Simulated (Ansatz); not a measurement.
# Preparing CdS (P6_3mc) as a host crystal

Aim: the runs on the perfect crystal CdS (P6_3mc) that a defect calculation needs first.

Method: plane-wave PAW DFT, r2SCAN; relaxation of the host's cell and atoms; PAW set soft_1, in the first sound run; inputs show where later runs differ, in Ansatz 0.2.0.

Most raw output is cut from this account.

### 1. The structure

The structure is hexagonal, space group P6_3mc (No. 186). Conventional cell: a = 4.169 Å, b = 4.169 Å, c = 6.780 Å, α = 90.00°, β = 90.00°, γ = 120.00°. Nearest to Cd lie 4 S at 2.55 Å. S has 4 Cd at 2.55 Å nearest. Farther neighbours and most contacts between anions are not listed.

### 2. Host cell relaxation

Cell and atoms are relaxed together, until forces and stress fall under their thresholds.

File cell/input.yaml:

```yaml
crystal:
  lattice:
    - [4.1688381, 0.0, 0.0]
    - [-2.084419, 3.6103197, 0.0]
    - [0.0, 0.0, 6.7796174]
  atoms:
    - { symbol: Cd, position: [0.66666667, 0.33333333, 0.50022437] }
    - { symbol: Cd, position: [0.33333333, 0.66666667, 0.00022437] }
    - { symbol: S, position: [0.66666667, 0.33333333, 0.87677563] }
    - { symbol: S, position: [0.33333333, 0.66666667, 0.37677563] }
basis:
  ecutwfc: 500
  xc_grid: 2
hamiltonian:
  xc: r2scan
  pseudopotentials: { kind: paw, azcp: { folder: soft_1 } }
kpoints:
  mp_grid: { grid: [8, 8, 4] }
scf:
  occupations: { method: fixed }
  max_iter: 100
relax:
  f_tol: 0.005
  max_steps: 60
  cell: {}
output:
  forces: true
  stress: true
checkpoint:
  write: "../cell.run"
  compress: false
  write_wavefunctions: false
  write_every: 100000
```

Run with:

```sh
$ ansatz run input.yaml --threads 10 --pin off --max-ram 37683MiB --backend cpu --events-out ev --progress --plain --runs-dir out
```

It took 3.8 s on 10 threads of AMD EPYC 7R13 (Zen 3), shared host; peak memory 0.62 GiB; 33 s of CPU time.

Step by step:

```csv
step,energy less that of the first step (eV),largest force component (eV/Å),pressure (GPa),volume (Å³)
1,0.0000,0.0063,-0.22,102.04
2,-0.0004,0.0031,0.03,101.62
3*,-0.0003,0.0031,0.03,101.62
```

Relaxation steps marked * repeat the geometry before them on a plane-wave basis chosen anew for their cell, so energy and pressure can jump there.

The run keeps the 12 symmetry operations that it works with, so distortions that break them were not tested.

```csv
"conventional cell, symmetrised",before,after,change
a (Å),4.169,4.164,-0.1 %
b (Å),4.169,4.164,-0.1 %
c (Å),6.780,6.768,-0.2 %
volume (Å³/atom),25.51,25.40,-0.4 %
```

The relaxed structure:

```xyz
4
Lattice="4.1639 0.0000 0.0000 -2.0819 3.6060 0.0000 0.0000 0.0000 6.7675" Properties=species:S:1:pos:R:3 pbc="T T T"
Cd    2.0819    1.2020    3.3845
Cd    0.0000    2.4040    0.0007
S     2.0819    1.2020    5.9344
S     0.0000    2.4040    2.5506
```

Numbers from this step:

```yaml
pressure: 0.02564 GPa
```

The cell shrank by 0.4 % in volume.

### 3. Dielectric tensors of the host

The response to a uniform electric field gives the electronic dielectric tensor.

This step: plane-wave PAW DFPT, PBEsol; dielectric tensors, Born charges and zone-centre modes of the host; PAW set soft_1 (Ansatz 0.2.0).

File eps/input.yaml:

```yaml
crystal:
  lattice:
    - [4.1638921076, -2.88e-08, 0.0]
    - [-2.0819460288, 3.6060363582, 0.0]
    - [0.0, 0.0, 6.7675065825]
  atoms:
    - { symbol: Cd, position: [0.6666666667, 0.3333333333, 0.5001052306] }
    - { symbol: Cd, position: [0.3333333333, 0.6666666667, 0.0001052306] }
    - { symbol: S, position: [0.6666666667, 0.3333333333, 0.8768947694] }
    - { symbol: S, position: [0.3333333333, 0.6666666667, 0.3768947694] }
basis:
  ecutwfc: 420
hamiltonian:
  xc: pbesol
  pseudopotentials: { kind: paw, azcp: { folder: soft_1 }, xc_functional: pbe }
kpoints:
  mp_grid: { grid: [7, 7, 4] }
scf:
  occupations: { method: fixed }
  max_iter: 100
phonons:
  method: dfpt
  dielectric: true
  rigid_motions: translations
```

Run time: 21 s. Hardware: 10 threads; peak memory 1.2 GiB; 3 min of CPU time.

Electronic dielectric tensor:

```
6.29 0.00 0.00
0.00 6.29 0.00
0.00 0.00 6.38
```

Static dielectric tensor:

```
 9.82  0.00  0.00
 0.00  9.82  0.00
 0.00  0.00 10.49
```

The principal values of the electronic dielectric tensor are 6.29, 6.29 and 6.38. The principal values of the static dielectric tensor are 9.82, 9.82 and 10.49.

### 4. Primitive cell on a dense mesh

A dense mesh gives the host's converged energy, against which the supercell's sampling is tested.

This step: plane-wave PAW DFT, r2SCAN; single point of the host's primitive cell on a dense mesh; PAW set soft_1 (Ansatz 0.2.0).

File dense/input.yaml:

```yaml
crystal:
  lattice:
    - [4.1638921076, -2.88e-08, 0.0]
    - [-2.0819460288, 3.6060363582, 0.0]
    - [0.0, 0.0, 6.7675065825]
  atoms:
    - { symbol: Cd, position: [0.6666666667, 0.3333333333, 0.5001052306] }
    - { symbol: Cd, position: [0.3333333333, 0.6666666667, 0.0001052306] }
    - { symbol: S, position: [0.6666666667, 0.3333333333, 0.8768947694] }
    - { symbol: S, position: [0.3333333333, 0.6666666667, 0.3768947694] }
basis:
  ecutwfc: 500
  xc_grid: 2
hamiltonian:
  xc: r2scan
  pseudopotentials: { kind: paw, azcp: { folder: soft_1 } }
kpoints:
  mp_grid: { grid: [8, 8, 4] }
scf:
  occupations: { method: fermi_dirac, width: 0.01 }
  max_iter: 80
```

It took 1.4 s on 10 threads; peak memory 0.56 GiB.

### 5. Self-consistent run

This step: plane-wave PAW DFT, r2SCAN; single point of the defect-free supercell, a test of its k-points; PAW set soft_1 (Ansatz 0.2.0).

System of this step: CdS (P6_3mc). The cell holds 72 atoms: 36 Cd and 36 S. Cell: a = 12.492 Å, b = 12.492 Å, c = 13.535 Å, α = 90.0°, β = 90.0°, γ = 120.0°.

File pristine.sampling/input.yaml:

```yaml
crystal:
  lattice:
    - [12.4916763227, -8.65e-08, 0.0]
    - [-6.2458380864, 10.8181090745, 0.0]
    - [0.0, 0.0, 13.5350131651]
  atoms:
    - { symbol: Cd, position: [0.2222222222, 0.1111111111, 0.2500526153] }
    - { symbol: Cd, position: [0.1111111111, 0.2222222222, 5.26153e-05] }
    - { symbol: S, position: [0.2222222222, 0.1111111111, 0.4384473847] }
    - { symbol: S, position: [0.1111111111, 0.2222222222, 0.1884473847] }
    - { symbol: Cd, position: [0.2222222222, 0.1111111111, 0.7500526153] }
    - { symbol: Cd, position: [0.1111111111, 0.2222222222, 0.5000526153] }
    - { symbol: S, position: [0.2222222222, 0.1111111111, 0.9384473847] }
    - { symbol: S, position: [0.1111111111, 0.2222222222, 0.6884473847] }
    - { symbol: Cd, position: [0.2222222222, 0.4444444444, 0.2500526153] }
    - { symbol: Cd, position: [0.1111111111, 0.5555555556, 5.26153e-05] }
    - { symbol: S, position: [0.2222222222, 0.4444444444, 0.4384473847] }
    - { symbol: S, position: [0.1111111111, 0.5555555556, 0.1884473847] }
    - { symbol: Cd, position: [0.2222222222, 0.4444444444, 0.7500526153] }
    - { symbol: Cd, position: [0.1111111111, 0.5555555556, 0.5000526153] }
    - { symbol: S, position: [0.2222222222, 0.4444444444, 0.9384473847] }
    - { symbol: S, position: [0.1111111111, 0.5555555556, 0.6884473847] }
    - { symbol: Cd, position: [0.2222222222, 0.7777777778, 0.2500526153] }
    - { symbol: Cd, position: [0.1111111111, 0.8888888889, 5.26153e-05] }
    - { symbol: S, position: [0.2222222222, 0.7777777778, 0.4384473847] }
    - { symbol: S, position: [0.1111111111, 0.8888888889, 0.1884473847] }
    - { symbol: Cd, position: [0.2222222222, 0.7777777778, 0.7500526153] }
    - { symbol: Cd, position: [0.1111111111, 0.8888888889, 0.5000526153] }
    - { symbol: S, position: [0.2222222222, 0.7777777778, 0.9384473847] }
    - { symbol: S, position: [0.1111111111, 0.8888888889, 0.6884473847] }
    - { symbol: Cd, position: [0.5555555556, 0.1111111111, 0.2500526153] }
    - { symbol: Cd, position: [0.4444444444, 0.2222222222, 5.26153e-05] }
    - { symbol: S, position: [0.5555555556, 0.1111111111, 0.4384473847] }
    - { symbol: S, position: [0.4444444444, 0.2222222222, 0.1884473847] }
    - { symbol: Cd, position: [0.5555555556, 0.1111111111, 0.7500526153] }
    - { symbol: Cd, position: [0.4444444444, 0.2222222222, 0.5000526153] }
    - { symbol: S, position: [0.5555555556, 0.1111111111, 0.9384473847] }
    - { symbol: S, position: [0.4444444444, 0.2222222222, 0.6884473847] }
    - { symbol: Cd, position: [0.5555555556, 0.4444444444, 0.2500526153] }
    - { symbol: Cd, position: [0.4444444444, 0.5555555556, 5.26153e-05] }
    - { symbol: S, position: [0.5555555556, 0.4444444444, 0.4384473847] }
    - { symbol: S, position: [0.4444444444, 0.5555555556, 0.1884473847] }
    - { symbol: Cd, position: [0.5555555556, 0.4444444444, 0.7500526153] }
    - { symbol: Cd, position: [0.4444444444, 0.5555555556, 0.5000526153] }
    - { symbol: S, position: [0.5555555556, 0.4444444444, 0.9384473847] }
    - { symbol: S, position: [0.4444444444, 0.5555555556, 0.6884473847] }
    - { symbol: Cd, position: [0.5555555556, 0.7777777778, 0.2500526153] }
    - { symbol: Cd, position: [0.4444444444, 0.8888888889, 5.26153e-05] }
    - { symbol: S, position: [0.5555555556, 0.7777777778, 0.4384473847] }
    - { symbol: S, position: [0.4444444444, 0.8888888889, 0.1884473847] }
    - { symbol: Cd, position: [0.5555555556, 0.7777777778, 0.7500526153] }
    - { symbol: Cd, position: [0.4444444444, 0.8888888889, 0.5000526153] }
    - { symbol: S, position: [0.5555555556, 0.7777777778, 0.9384473847] }
    - { symbol: S, position: [0.4444444444, 0.8888888889, 0.6884473847] }
    - { symbol: Cd, position: [0.8888888889, 0.1111111111, 0.2500526153] }
    - { symbol: Cd, position: [0.7777777778, 0.2222222222, 5.26153e-05] }
    - { symbol: S, position: [0.8888888889, 0.1111111111, 0.4384473847] }
    - { symbol: S, position: [0.7777777778, 0.2222222222, 0.1884473847] }
    - { symbol: Cd, position: [0.8888888889, 0.1111111111, 0.7500526153] }
    - { symbol: Cd, position: [0.7777777778, 0.2222222222, 0.5000526153] }
    - { symbol: S, position: [0.8888888889, 0.1111111111, 0.9384473847] }
    - { symbol: S, position: [0.7777777778, 0.2222222222, 0.6884473847] }
    - { symbol: Cd, position: [0.8888888889, 0.4444444444, 0.2500526153] }
    - { symbol: Cd, position: [0.7777777778, 0.5555555556, 5.26153e-05] }
    - { symbol: S, position: [0.8888888889, 0.4444444444, 0.4384473847] }
    - { symbol: S, position: [0.7777777778, 0.5555555556, 0.1884473847] }
    - { symbol: Cd, position: [0.8888888889, 0.4444444444, 0.7500526153] }
    - { symbol: Cd, position: [0.7777777778, 0.5555555556, 0.5000526153] }
    - { symbol: S, position: [0.8888888889, 0.4444444444, 0.9384473847] }
    - { symbol: S, position: [0.7777777778, 0.5555555556, 0.6884473847] }
    - { symbol: Cd, position: [0.8888888889, 0.7777777778, 0.2500526153] }
    - { symbol: Cd, position: [0.7777777778, 0.8888888889, 5.26153e-05] }
    - { symbol: S, position: [0.8888888889, 0.7777777778, 0.4384473847] }
    - { symbol: S, position: [0.7777777778, 0.8888888889, 0.1884473847] }
    - { symbol: Cd, position: [0.8888888889, 0.7777777778, 0.7500526153] }
    - { symbol: Cd, position: [0.7777777778, 0.8888888889, 0.5000526153] }
    - { symbol: S, position: [0.8888888889, 0.7777777778, 0.9384473847] }
    - { symbol: S, position: [0.7777777778, 0.8888888889, 0.6884473847] }
basis:
  ecutwfc: 500
  xc_grid: 2
hamiltonian:
  xc: r2scan
  pseudopotentials: { kind: paw, azcp: { folder: soft_1 } }
kpoints:
  mp_grid: { grid: [1, 1, 1], shift: [0.25, 0.25, 0.25] }
scf:
  occupations: { method: fermi_dirac, width: 0.01 }
  max_iter: 80
```

Run with:

```sh
$ ansatz run input.yaml --threads 10 --pin off --max-ram 37683MiB --backend cuda --events-out ev --progress --plain --runs-dir out
```

Elapsed: 2.5 s, on 1 × NVIDIA H100 80GB HBM3 with 10 threads; peak memory 1.5 GiB.

This step gave:

- energy over dense mesh: -0.01097 eV/atom

### 6. Defect free supercell relaxed from its symmetric sites

This cell, the one that will hold the defects, is built from the relaxed host. Its coarser k-points can move the atoms a little, so it is relaxed from the symmetric sites, as the reference for the test of stability.

This step: plane-wave PAW DFT, r2SCAN; relaxation of the defect-free supercell from its symmetric sites; PAW set soft_1 (Ansatz 0.2.0).

pristine.symmetric/input.yaml, as its differences from pristine.sampling/input.yaml of step 5:

```diff
@@ -89 +89,12 @@
   max_iter: 80
+output:
+  forces: true
+relax:
+  f_tol: 0.01
+  max_steps: 60
+  escape_saddle: false
+checkpoint:
+  write: "../pristine.symmetric.run"
+  compress: false
+  write_wavefunctions: false
+  write_every: 100000
```

Elapsed: 4.2 s, on 1 × NVIDIA H100 80GB HBM3 with 10 threads; peak memory 1.6 GiB.

No atom moved by 0.005 Å in the relaxation.

### 7. Defect free supercell relaxed from displaced atoms

This step: plane-wave PAW DFT, r2SCAN; relaxation of the defect-free supercell from random displacements, a test of the host's stability; PAW set soft_1 (Ansatz 0.2.0).

pristine.rattled/input.yaml, as its differences from pristine.symmetric/input.yaml of step 6:

```diff
@@ -93,6 +93,6 @@
   f_tol: 0.01
-  max_steps: 60
-  escape_saddle: false
+  max_steps: 120
+  random_displacement: { amplitude: 0.08, seed: 3861 }
 checkpoint:
-  write: "../pristine.symmetric.run"
+  write: "../pristine.rattled.run"
   compress: false
```

Run time: 7.6 s. Hardware: 1 × NVIDIA H100 80GB HBM3 with 10 threads; peak memory 1.6 GiB.

Relaxation path:

```csv
step,energy less that of the first step (eV),largest force component (eV/Å)
1,0.0000,1.4239
2,-1.4405,0.3446
3,-1.6089,0.0130
4,-1.6089,0.0131
5,-1.6064,0.0251
6,-1.6100,0.0046
```

Relaxation step 5 was tried and not accepted.

The atoms that moved most (Å, from the sites as typed, ahead of the random displacement, the mean shift of all atoms taken out):

```csv
atom,dx,dy,dz,length
Cd21,0.011,-0.004,-0.001,0.012
Cd26,-0.011,0.004,-0.002,0.012
Cd45,0.011,-0.004,-0.003,0.012
Cd37,0.009,-0.007,-0.002,0.012
Cd34,-0.009,0.006,-0.004,0.011
Cd50,-0.009,0.006,-0.003,0.011
Cd13,0.010,-0.005,-0.001,0.011
Cd10,-0.009,0.006,-0.002,0.011
```

The relaxation ends 22 meV an atom lower than the displaced start, with a largest force component of 0.0046 eV/Å.

### 8. Summary of results

| Item | Value |
| --- | --- |
| primitive cell vectors, lengths | 4.164, 4.164, 6.768 Å |
| electronic dielectric constant | principal values (6.29, 6.29, 6.38) |
| static dielectric constant | principal values (9.82, 9.82, 10.49) |
| gap on the k-mesh of the response run (PBEsol) | 1.03 eV |
| supercell relaxed in its symmetry less the displaced and relaxed one | 0.000 eV |
| energy an atom at one point at (¼, ¼, ¼) less that on the dense mesh | -0.011 eV |

**Reading.** Step 7: The energy fell by 1.610 eV from the randomly displaced start; against the sites as typed, Cd21 ends farthest off, by 0.01 Å, once the mean shift is taken out. The displaced cell ends within 0.01 eV of the symmetric one relaxed in its symmetry, so no lower structure shows in this supercell. The k-mesh can miss the band edges, so this gap is an upper bound at this level. All at zero temperature.

[Logs are printed without paths, hosts, clocks, repeated set-up lines and the standing remarks that a program may print on its own settings, such as how far it seeks lower states.]

[Hosts, paths, dates, database ids (printed as entryN), source tags and the programs' standing remarks are cut or masked in the printed files.]

[Runs of the host that timed out are not shown.]

[For some hosts the program warned that the k-mesh of the response run may be too coarse for force constants and the static dielectric constant; such warnings are not always shown.]

[The program warned that the k-mesh of a response run behind this text may be too coarse: force constants, and the static dielectric constant and all else formed from them, are not shown converged.]
